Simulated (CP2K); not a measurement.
**Sr under changes of volume**

One of the cells (57.751 Å³/atom); the others are scaled copies at fixed shape and fractional positions:

```xyz
1
Lattice="4.2175 0.0000 0.0000 -1.4058 3.9763 0.0000 -1.4058 -1.9882 3.4436" Properties=species:S:1:pos:R:3 pbc="T T T"
Sr    0.0000    0.0000    0.0000
```

This isn't the form of Sr at room conditions, which is fcc.

| Item | Value |
| --- | --- |
| Program | CP2K 2026.2 |
| Functional | PBE |
| Potentials or basis | POTENTIAL_UZH Sr GTH-PBE-q10; TZVP-MOLOPT-PBE-GTH basis |
| Density cutoff | 8163 eV |
| k mesh | 8 × 8 × 8 |
| Occupations | fermi-dirac, width 0.05 eV |
| Spin | no spin polarisation |

| volume (Å³/atom) | energy over the lowest point (meV/atom) | pressure (GPa) |
| --- | --- | --- |
| 54.286 | ? | ? |
| 55.441 | 0.00 | 0.0 |
| 56.596 | 0.73 | -0.2 |
| 57.751 | 3.08 | -0.4 |
| 58.906 | 6.94 | -0.6 |
| 60.061 | 12.22 | -0.8 |
| 61.216 | 18.80 | -1.0 |

Task: What does the run at 54.286 Å³/atom give?

Result: Energy over the lowest point 0.94 meV/atom; pressure 0.3 GPa.

Worked out: A Birch-Murnaghan fit of order 3 (a polynomial in V^(-2/3)) to the other rows has its minimum at 55.52 Å³/atom with B0 = V·E''(V) = 11.5 GPa (rough, since the energies scatter). It gives 1.01 meV/atom at 54.286 Å³/atom, against the run's 0.94, and -dE/dV = 0.3 GPa, against 0.3.

Energies are extrapolated to zero smearing.

Caveats: the cell was measured hot, at 901 K; the basis of atomic orbitals isn't converged, which shifts pressures, moduli and gaps.
